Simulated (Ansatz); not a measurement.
Crystal: TePb.

```
Pb Te
1.0
     4.00229    0.00000    0.00000
     0.00000    4.00229    0.00000
     0.00000    0.00000    4.00229
Pb Te
1 1
Direct
  0.00000 0.00000 0.00000
  0.50000 0.50000 0.50000
```

Measurements of this composition are mostly on another form, of space group No. 225.

```yaml
Program: Ansatz 0.2.0
Task: relaxation of cell and atoms
Functional: revPBE
Dispersion: D4
Potentials_or_basis: all-electron LAPW, scalar-relativistic
Basis_error_allowed: 0.001 eV/atom
k_mesh: 7 × 7 × 7
Occupations: fermi-dirac, width 0.05 eV
Spin: no spin polarisation
```

At the start: volume 32.05 Å³/atom.

Q: Where does the relaxation end?

A: Over 4 steps the energy falls by 6.7 meV/atom and the volume is 32.44 Å³/atom (+1.2 %); space group Pm-3m (No. 221, to 0.05 Å).

The path:
```tsv
step	energy change (eV)	largest force (eV/Å)	volume (Å³)
1	0.0000	0.0000	64.11
2	-0.0125	0.0000	65.11
3	-0.0133	0.0000	64.88
4	-0.0133	0.0000	64.88
```

Final structure:
```cif
data_structure
_symmetry_space_group_name_H-M 'P 1'
_symmetry_Int_Tables_number 1
_cell_length_a 4.0182
_cell_length_b 4.0182
_cell_length_c 4.0182
_cell_angle_alpha 90.000
_cell_angle_beta 90.000
_cell_angle_gamma 90.000
_cell_volume 64.88
loop_
_atom_site_label
_atom_site_type_symbol
_atom_site_fract_x
_atom_site_fract_y
_atom_site_fract_z
_atom_site_occupancy
Pb1 Pb 0.00000 0.00000 0.00000 1
Te1 Te 0.50000 0.50000 0.50000 1
```
